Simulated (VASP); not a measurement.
# Ta3N: band structure with TB-mBJ

Ta3N:

```xyz
4
Lattice="3.0322 0.0000 0.0000 -1.5161 2.6260 0.0000 0.0000 0.0000 7.5241" Properties=species:S:1:pos:R:3 pbc="T T T"
Ta    1.5161    0.8753    6.2155
Ta    0.0000    1.7507    1.3087
Ta    0.0000    0.0000    3.7621
N     0.0000    0.0000    0.0000
```

The cell comes from a database or a generator and needn't be the stable form of this composition.

```
Program                : VASP 6.6.1
Task                   : band structure
Functional             : TB-mBJ
Potentials or basis    : VASP PAW PBE potentials, release 64 (Ta_pv, N)
Cutoff                 : 520 eV
k mesh                 : 7 × 7 × 3
Occupations            : fermi-dirac, width 0.05 eV
Spin                   : no spin polarisation
Further INCAR settings : ALGO = Normal; EDIFF = 1e-06; NBANDS = 27
```

```yaml
Band_gap_along_the_path: none (metal or under the smearing width)
```

Levels at the corners of the path, in eV from the Fermi level:
```csv
point,band 16,band 17,band 18,band 19,band 20,band 21,band 22,band 23
Γ,-1.52,-0.45,-0.45,-0.32,0.28,0.28,0.83,1.82
M,-3.18,-1.27,-0.52,0.08,0.70,0.76,3.45,4.00
M,-3.18,-1.27,-0.52,0.08,0.70,0.76,3.45,4.00
K,-2.43,-1.54,-1.54,-0.59,0.53,0.53,3.22,3.22
K,-2.43,-1.54,-1.54,-0.59,0.53,0.53,3.22,3.22
Γ,-1.52,-0.45,-0.45,-0.32,0.28,0.28,0.83,1.82
Γ,-1.52,-0.45,-0.45,-0.32,0.28,0.28,0.83,1.82
A,-1.39,-1.16,-0.25,-0.25,0.53,0.53,1.15,1.28
A,-1.39,-1.16,-0.25,-0.25,0.53,0.53,1.15,1.28
L,-3.01,-1.43,-1.34,0.07,0.92,1.26,2.36,4.37
L,-3.01,-1.43,-1.34,0.07,0.92,1.26,2.36,4.37
H,-2.48,-1.56,-1.56,-1.45,0.45,0.45,2.99,2.99
H,-2.48,-1.56,-1.56,-1.45,0.45,0.45,2.99,2.99
A,-1.39,-1.16,-0.25,-0.25,0.53,0.53,1.15,1.28
L,-3.01,-1.43,-1.34,0.07,0.92,1.26,2.36,4.37
M,-3.18,-1.27,-0.52,0.08,0.70,0.76,3.45,4.00
K,-2.43,-1.54,-1.54,-0.59,0.53,0.53,3.22,3.22
H,-2.48,-1.56,-1.56,-1.45,0.45,0.45,2.99,2.99
```

Run time: 5.5 min on 1 thread of Intel(R) Xeon(R) Platinum 8375C CPU @ 2.90GHz (Ice Lake), with other jobs on the host, peak memory 0.21 GiB.

Caveat: spin-orbit coupling is left out, which moves the levels of the heavy elements.
